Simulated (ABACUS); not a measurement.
Runs of ABACUS 3.10.1 on I. Symmetry: Fmmm, No. 69, orthorhombic system. Conventional cell: a = 4.384 Å, b = 4.731 Å, c = 7.820 Å, α = 90.00°, β = 90.00°, γ = 90.00°. Around I (site symmetry mmm) lie 4 I at 3.23 Å. 

```csv
level,pressure (GPa),relaxed volume (Å³/atom)
LDA,0.0,36.84
PBEsol,0.0,38.78
PW91,0.0,46.38
RPBE,0.0,(a)
```

Alike in all rows: task relaxation of cell and atoms; potentials or basis PseudoDojo NC SR 0.4.1 PBE standard, DZP LCAO (the cutoffs set its grid); no spin polarisation; cell relaxed; k mesh 6 × 6 × 6; cutoff (eV) 1361; smearing fermi-dirac 0.05 eV.

Task: Estimate the missing entries.

Result: (a) 56.63.

Caveats: the atomic orbitals were generated for these runs and aren't a published set; the potentials were made for another functional, which shifts forces and pressure; the basis of atomic orbitals isn't converged, which shifts pressures, moduli and gaps; the volume moved by over 15 % at a fixed basis, so the end points are rough (some runs).

Runs at the PBE level aren't shown here.
